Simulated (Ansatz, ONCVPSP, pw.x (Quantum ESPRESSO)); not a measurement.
# What a changed setting does to a pw.x run (bcc Zr)

Potential: optimised norm-conserving Vanderbilt (ONCV), ONCVPSP 4.0.1.1 (patched build), PBEsol; core [Ar] 3d10, reference 4s2 4p6 4d2; waves: 4s: rc 2.05 bohr, ncon 4, nbas 7, qcut 7.5 1/bohr, 3 projectors, debl 2.4 Ha; 4p: rc 1.65 bohr, ncon 4, nbas 7, qcut 7.5 1/bohr, 2 projectors, debl 0.7 Ha; 4d: rc 2.15 bohr, ncon 4, nbas 9, qcut 6.6 1/bohr, 2 projectors, debl 1.6 Ha; local part: polynomial inside 1.15 bohr (lpopt 5, dvloc0 2 Ha); core correction: Teter function fitted to the true core (icmod 2), fcfact 0.7. In the s channel the program set the typed energies aside and used -2.533, 0.050, 2.450 Ha. In the p channel the program set the typed energies aside and used -1.723, 0.250 Ha.

The reference run (k-mesh 13³, cutoffs 60/240 Ry, Fermi–Dirac 0.01 Ry, mixing_beta 0.4, conv_thr 1e-9, no spin) gives -0.84 GPa at 22.176 Å³/atom, where all-electron LAPW gives -0.86 GPa. This run, with its own iteration cap, changes smearing to mv.

```
&control
  calculation='scf', prefix='x', pseudo_dir='./', outdir='./tmp', tstress=.true., disk_io='none'
/
&system
  ibrav=0, nat=1, ntyp=1, ecutwfc=60, ecutrho=240, nbnd=14,
  occupations='smearing', smearing='mv', degauss=0.01
/
&electrons
  conv_thr=1e-09, mixing_beta=0.4, electron_maxstep=50
/
ATOMIC_SPECIES
Zr 1.0 Zr.UPF
CELL_PARAMETERS angstrom
  -1.76986880 1.76986880 1.76986880
  1.76986880 -1.76986880 1.76986880
  1.76986880 1.76986880 -1.76986880
ATOMIC_POSITIONS crystal
Zr 0.0000 0.0000 0.0000
K_POINTS automatic
13 13 13 0 0 0
```

```bash
pw.x < Zr.scf.in > Zr.scf.out
```

Task: How does the run end?

Result: It converges in 9 iterations; the free energy moves by +52.7 meV/atom and the pressure by -0.66 GPa. This scheme is built to cancel the term in the square of the width that Fermi–Dirac smearing leaves in the F of a metal.

```
Message from routine setup:
     using ibrav=0 with symmetry is DISCOURAGED, use correct ibrav instead
     lattice parameter (alat)  =       5.7930  a.u.
     unit-cell volume          =     149.6511 (a.u.)^3
     number of electrons       =        12.00
     number of Kohn-Sham states=           14
     kinetic-energy cutoff     =      60.0000  Ry
     charge density cutoff     =     240.0000  Ry
     scf convergence threshold =      1.0E-09
     Exchange-correlation= PBESOL
     number of k points=    84  Marzari-Vanderbilt smearing, width (Ry)=  0.0100
     iteration #  1     ecut=    60.00 Ry     beta= 0.40
     total energy              =    -115.34549654 Ry
     estimated scf accuracy    <       2.63165534 Ry
     iteration #  2     ecut=    60.00 Ry     beta= 0.40
     total energy              =    -115.32289207 Ry
     estimated scf accuracy    <       0.34598170 Ry
     iteration #  3     ecut=    60.00 Ry     beta= 0.40
     total energy              =    -115.39851850 Ry
     estimated scf accuracy    <       0.00419276 Ry
     iteration #  4     ecut=    60.00 Ry     beta= 0.40
     total energy              =    -115.39908455 Ry
     estimated scf accuracy    <       0.00102817 Ry
     iteration #  5     ecut=    60.00 Ry     beta= 0.40
     total energy              =    -115.39922823 Ry
     estimated scf accuracy    <       0.00001477 Ry
     iteration #  6     ecut=    60.00 Ry     beta= 0.40
     total energy              =    -115.39922593 Ry
     estimated scf accuracy    <       0.00000703 Ry
     iteration #  7     ecut=    60.00 Ry     beta= 0.40
     total energy              =    -115.39922723 Ry
     estimated scf accuracy    <          2.6E-09 Ry
     iteration #  8     ecut=    60.00 Ry     beta= 0.40
     total energy              =    -115.39922722 Ry
     estimated scf accuracy    <       0.00000001 Ry
     iteration #  9     ecut=    60.00 Ry     beta= 0.40
     the Fermi energy is    14.4649 ev
!    total energy              =    -115.39922723 Ry
     estimated scf accuracy    <          3.1E-11 Ry
     smearing contrib. (-TS)   =      -0.00019239 Ry
     The total energy is F=E-TS. E is the sum of the following terms:
     one-electron contribution =     -16.17736389 Ry
     hartree contribution      =      13.39544898 Ry
     xc contribution           =     -34.27370977 Ry
     ewald contribution        =     -78.34341015 Ry
     convergence has been achieved in   9 iterations
          total   stress  (Ry/bohr**3)                   (kbar)     P=      -15.00
     Message from routine punch:
     Nothing written, as per user request (disk_io='none')
```

The run took about 33 s on one core of a shared host (Neoverse-N1, 64 threads, 124 GiB, load 62).
